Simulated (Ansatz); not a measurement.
Pb: pressure and energy change per atom as volume scale varies

Plane-wave DFT, scalar-relativistic PAW made under PBE with cores redone for the functional, no dispersion; the given relaxed cell is scaled uniformly, energy at zero smearing counts from the unscaled cell, pressure at the given Fermi-Dirac smearing is positive in compression. The results are calculated, by Ansatz 0.2.0.

The cell before it is scaled or strained (space group Im-3m, No. 229):
```
CELL_PARAMETERS angstrom
-1.99780 1.99780 1.99780
1.99780 -1.99780 1.99780
1.99780 1.99780 -1.99780
ATOMIC_POSITIONS crystal
Pb 0.00000 0.00000 0.00000
```

Settings of every row: spin polarised no; functional PBE; wave cutoff 420 eV; smearing width 0.1 eV; k mesh 13x13x13.

Atom starting moment: 0 on all atoms.

Limits: no spin-orbit coupling, which can matter with elements this heavy; the cell comes from a prototype or a list of computed structures and needn't be the stable phase.

```
row  volume scale  V (Å³/atom)  pressure (GPa)  energy change per atom (meV)
  1          0.88       28.067               ?                             ?
  2          0.92       29.343            3.99                         28.94
  3          0.96       30.619            1.78                          6.63
  4          1.04        33.17           -1.38                          5.84
  5          1.08       34.446           -2.49                          21.7
  6          1.12       35.722           -3.38                         45.62
```

Question: what pressure and energy change per atom should row 1 give?

Worked fit of pressure. Take u = (V_r/V)^(2/3) − 1 with V_r = 33.17 Å³ an atom, which is twice the finite (Eulerian) strain; such expansions in the strain, on which the Birch-Murnaghan equation of state is built, carry the rest volume and the bulk modulus. The shown rows have u = 0.08516, 0.0548, 0, -0.02485, -0.04821. Least squares give pressure = −1.384 + 49.078 × u + 163.54 × u² GPa; a straight line predicts inner rows, each left out in turn, worse (root mean square 0.32 against 0.021 GPa). The rows lie off it by 0.01, -0.02, 0.00, 0.01, -0.01. The withheld row has u = 0.11781, so the fit gives −1.384 + 49.078 × (0.11781) + 163.54 × (0.11781)² = 6.67 GPa.

The calculation gave 6.81 GPa. The fit lies 0.14 GPa (2.1 % of the value, 1.4 % of the column's range) below it; its largest miss of a shown row is 0.02 GPa. This row lies beyond the range of the fit.

Worked fit of energy change per atom. Take u = (V_r/V)^(2/3) − 1 with V_r = 33.17 Å³ an atom, which is twice the finite (Eulerian) strain; such expansions in the strain, on which the Birch-Murnaghan equation of state is built, carry the rest volume and the bulk modulus. The shown rows have u = 0.08516, 0.0548, 0, -0.02485, -0.04821. Least squares give energy change per atom = 5.744 − 431.744 × u + 8251.28 × u² meV; a straight line predicts inner rows, each left out in turn, worse (root mean square 16 against 0.3 meV). The rows lie off it by 0.12, -0.23, 0.10, 0.13, -0.12 (root mean square 0.15 meV). The withheld row has u = 0.11781, so the fit gives 5.744 − 431.744 × (0.11781) + 8251.28 × (0.11781)² = 69.40 meV.

The calculation gave 71.17 meV. The fit lies 1.77 meV (2.5 % of the value, 2.7 % of the column's range) below it; its largest miss of a shown row is 0.23 meV. This row lies beyond the range of the fit.
